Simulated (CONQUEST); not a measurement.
Runs of CONQUEST 1.3 on SnSe. It takes space group Pnma (No. 62, orthorhombic). Conventional cell: a = 11.420 Å, b = 4.190 Å, c = 4.460 Å, α = 90.00°, β = 90.00°, γ = 90.00°. Sn (site symmetry m) is surrounded by 3 Se at 2.69 to 2.83 Å. Se (site symmetry m) has 3 Sn at 2.69 to 2.83 Å as nearest neighbours. 

```tsv
task	level	potentials or basis	k mesh	gap on the mesh (eV)	pressure (GPa)	V0 of scaled cells (Å³/atom)	B0 (GPa)	largest force (eV/Å)
single point	PBE	PseudoDojo NC PBE, SZP, grid cutoff 120 Ha	5 × 5 × 2	0.84	4.9	-	-	(c)
single point	PBE	PseudoDojo NC PBE, DZ, grid cutoff 120 Ha	6 × 6 × 3	(d)	5.6	-	-	1.16
single point	PBE	PseudoDojo NC PBE, DZP, grid cutoff 120 Ha	6 × 6 × 3	(a)	3.5	-	-	(b)
single point	PBE	PseudoDojo NC PBE, SZP, grid cutoff 120 Ha	6 × 6 × 3	0.62	4.9	-	-	0.76
single point	PBE	PseudoDojo NC PBE, SZP, grid cutoff 120 Ha	8 × 8 × 3	0.78	4.9	-	-	0.76
equation of state	PBEsol	PseudoDojo NC PBEsol, DZP, grid of 40 × 48 × 108 points	6 × 6 × 3	-	-	26.92	55	-
single point	PBE	PseudoDojo NC PBE, SZ, grid cutoff 120 Ha	6 × 6 × 3	0.66	9.5	-	-	1.46
equation of state	LDA	PseudoDojo NC LDA, DZP, grid of 40 × 48 × 108 points	6 × 6 × 3	-	-	26.24	58	-
```

Alike in all rows: no spin polarisation; cell as given; smearing fermi-dirac 0.05 eV.

Fill in the values left out.

(a) 0.56; (b) 0.48; (c) 0.74; (d) 0.58.

Caveats: the basis of atomic orbitals isn't converged, which shifts pressures, moduli and gaps; spin-orbit coupling is left out, which moves the levels of the heavy elements (some runs); an odd mesh through Γ misses points on the zone boundary, where band edges often lie (some runs); the atomic basis is small (some runs); forces of over 1 eV/Å show positions far from the minimum, so gaps and moduli don't describe the material at rest (some runs); the DZP basis gives volumes some 2 % larger than converged bases do, and moduli off by several per cent (some runs); the cell was scaled at fixed shape and fractional positions, which overstates the stiffness of a crystal with free parameters, most of all of layers and chains (some runs).

A k mesh can miss the band edges, and the runs leave out spin-orbit coupling on Se, Sn.

Not every run made on this cell is shown here.
